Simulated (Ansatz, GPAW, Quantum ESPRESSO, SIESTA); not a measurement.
TiC: 6 runs at one level of theory

```xyz
2
Lattice="0.0000 2.1657 2.1657 2.1657 0.0000 2.1657 2.1657 2.1657 0.0000" Properties=species:S:1:pos:R:3 pbc="T T T"
Ti    0.0000    0.0000    0.0000
C     2.1657    2.1657    2.1657
```

The cell is a database's computed one, not the measured one.

Alike in all runs: task band structure; functional PBEsol; k mesh 11 × 11 × 11; occupations fermi-dirac, width 0.05 eV; no spin polarisation; no spin-orbit coupling. Pressure is positive in compression and, in plane waves, holds the error of the finite cutoff, which Ansatz's Pulay term estimates and takes out.

```
                                                                                      program and potentials  plane-wave cutoff (eV)         notes  pressure (GPa)
                                                                           Quantum ESPRESSO, GBRV 1.5 PBEsol                     612             -           -6.76
                                                                   Ansatz, PAW datasets made for the crystal                     340             -           -6.74
SIESTA, files PseudoDojo sr-pbesol-0.4.1-standard, DZP (energy shift 0.003 Ry; two zetas on semicore shells)                       -  atomic basis           -5.37
                                                              Ansatz, all-electron LAPW, scalar-relativistic                       -             -           -6.74
                                                           GPAW, PAW data sets generated for this functional                     800             -           -5.85
                                                       Quantum ESPRESSO, PseudoDojo 0.4.1 SR PBEsol standard                    1143             -           -6.52
```

The pressure spans -6.76 (Quantum ESPRESSO, GBRV 1.5 PBEsol) to -5.37 GPa (SIESTA, files PseudoDojo sr-pbesol-0.4.1-standard, DZP (energy shift 0.003 Ry; two zetas on semicore shells)), with all-electron results at -6.74. Rows in atomic bases carry the error of their basis and grid, which can be large.

The functional is the same throughout but for its coding, so the spread measures potentials, basis and numerics; runs on potential files found faulty are left out.

All six runs give a negative pressure, so the cell is stretched relative to the PBEsol equilibrium and TiC would contract if relaxed. The cell was probably optimised with a functional that favours longer bonds, such as PBE; PBEsol's weaker gradient enhancement usually shortens them. The response is several GPa because TiC is very stiff: strong covalent Ti 3d–C 2p bonding in the rocksalt framework turns even a small lattice mismatch into appreciable stress.

The Ansatz PAW result matches the all-electron value of -6.74 GPa, and the GBRV result lies close to it, so neither shows a sizeable net error in pressure at this volume. SIESTA and Quantum ESPRESSO with PseudoDojo share a potential family but give -5.37 and -6.52 GPa, which suggests that basis and numerics, more than the pseudopotential, cause most of the SIESTA offset. GPAW's weaker tension may reflect its data sets. Pressure at a single volume fixes the direction of relaxation, but not the equilibrium lattice constant or the bulk modulus.
